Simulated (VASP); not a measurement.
Set up this calculation in VASP 6.6.1, as the native input.

| Item | Value |
| --- | --- |
| Task | relaxation of cell and atoms |
| Functional | LDA |
| Potentials or basis | VASP PAW LDA potentials, release 64 (Mg) |
| Cutoff | 600 eV |
| k mesh | 15 × 15 × 7 |
| Occupations | methfessel-paxton, width 0.1 eV |
| Spin | no spin polarisation |
| Further INCAR settings | ALGO = Normal; EDIFF = 1e-06; IBRION = 2; EDIFFG = -0.01; NSW = 90; ISIF = 3 |

The structure of Mg lies in POSCAR:

```
Mg
1.0
    3.2093000000      0.0000000000      0.0000000000
   -1.6046500000      2.7793353284      0.0000000000
    0.0000000000      0.0000000000      5.2103000000
Mg
2
Direct
    0.3333333333      0.6666666667      0.2500000000
    0.6666666667      0.3333333333      0.7500000000
```

These files were run (other wordings do the same):

INCAR

```
SYSTEM = Mg
  ALGO = Normal
  EDIFF = 1E-6
  EDIFFG = -0.01
  ENCUT = 600
  GGA = CA
  IBRION = 2
  ISIF = 3
  ISMEAR = 1
  LASPH = .TRUE.
  LCHARG = .FALSE.
  LREAL = .FALSE.
  LWAVE = .FALSE.
  NELM = 80
  NSW = 90
  PREC = Accurate
  SIGMA = 0.1
```

KPOINTS

```
k-points
0
G
  15 15 7
  0 0 0
```

Potentials or basis: VASP PAW LDA potentials, release 64 (Mg).

Run with:

```console
$ cat potpaw_LDA.64/Mg/POTCAR > POTCAR
$ mpirun -np 1 vasp_std > vasp.out
```

It gave:

- Relaxed volume: 21.45 Å³/atom
- Relaxed cell: a = 3.145 Å, b = 3.145 Å, c = 5.008 Å, α = 90.00°, β = 90.00°, γ = 120.00°
- Space group after relaxing (to 0.05 Å): P6_3/mmc (No. 194)
- Energy gained by relaxing: 17.6 meV/atom
- Ionic steps: 6
- Pressure after relaxing: 0.0 GPa
- Band gap on the k mesh: none (metal or under the smearing width)

Run time: 51 s on 1 thread of Intel(R) Xeon(R) Platinum 8375C CPU @ 2.90GHz (Ice Lake) (shared host), peak memory 0.19 GiB.
